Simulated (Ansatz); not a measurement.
**Structure optimisation: iridium, diamond**

Method: Ansatz, DFT, revPBE, plane waves (420 eV) with PAW, scalar-relativistic. The PAW files were generated under PBE, with cores re-solved for the functional.

k-point mesh 10×10×10, Fermi-Dirac smearing 0.1 eV, no spin polarisation. Cell and atoms relax.

Starting structure:

```yaml
crystal:
  lattice:
    - [0.0, 2.6731374252, 2.6731374252]
    - [2.6731374252, 0.0, 2.6731374252]
    - [2.6731374252, 2.6731374252, 0.0]
  atoms:
    - { symbol: Ir, position: [0.125, 0.125, 0.125] }
    - { symbol: Ir, position: [0.875, 0.875, 0.875] }
hamiltonian:
  xc: revpbe
  pseudopotentials:
    kind: paw
    azcp:
      Ir: "pseudopotentials/Ir.paw.azcp"
basis:
  ecutwfc: 420
  fft_grid_basis: typed
kpoints:
  mp_grid: { grid: [10, 10, 10], shift: [0, 0, 0] }
magnetization:
  spin_polarized: false
scf:
  occupations: { method: fermi_dirac, width: 0.1 }
relax:
  max_steps: 60
  f_tol: 0.01
  cell: {}
```

Problem. What cell does the relaxation end in?

Solution. Fd-3m with a = 5.591 Å; 21.84 Å³ per atom against 19.10 at the start (14.4 %).

Problem. How much energy does the relaxation gain?

Solution. 247.0 meV per atom.

Path of the relaxation (the plane waves are chosen anew near the end, which can shift the energy a little):

```tsv
step	E − E(final) (meV/atom)	V (Å³/atom)	P (GPa)	max force (eV/Å)
0	246.99	19.101	32.92	0.000
1	1.81	22.033	-1.49	0.000
2	0.91	21.888	-0.35	0.000
3	0.85	21.844	0.01	0.000
4	0.00	21.844	0.02	0.000
```
